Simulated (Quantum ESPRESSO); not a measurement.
Crystal: BN.

```
N B
1.0
     2.55394    0.00000    0.00000
    -1.27697    2.21178    0.00000
     0.00000    0.00000    4.22685
N B
2 2
Direct
  0.33333 0.66667 0.12528
  0.66667 0.33333 0.62528
  0.33333 0.66667 0.49972
  0.66667 0.33333 0.99972
```

Measurements of this composition are mostly on another form, of space group No. 194.

Base run:

- Program: Quantum ESPRESSO 7.5
- Functional: BLYP
- Potentials or basis: GBRV 1.5 PBE
- Cutoff: 612 eV
- Density cutoff: 4898 eV
- k mesh: 8 × 8 × 4, shifted
- Occupations: fermi-dirac, width 0.05 eV
- Spin: no spin polarisation

Its results: pressure 9.0 GPa; largest force 0.023 eV/Å; electronic dielectric tensor (diagonal) 4.47, 4.47, 4.63.

Q: The run is repeated on the same cell with these changes: functional from BLYP to AM05. What comes out?

A: Pressure -5.9 GPa; largest force 0.015 eV/Å; electronic dielectric tensor (diagonal) 4.63, 4.63, 4.79.

AM05 binds more tightly than BLYP, so the same cell stands under less pressure.

Caveats: the potentials were made for another functional, which shifts forces and pressure; the cell is more than 3 GPa from zero pressure, which shifts response properties.

Not every run made on this cell is shown here.
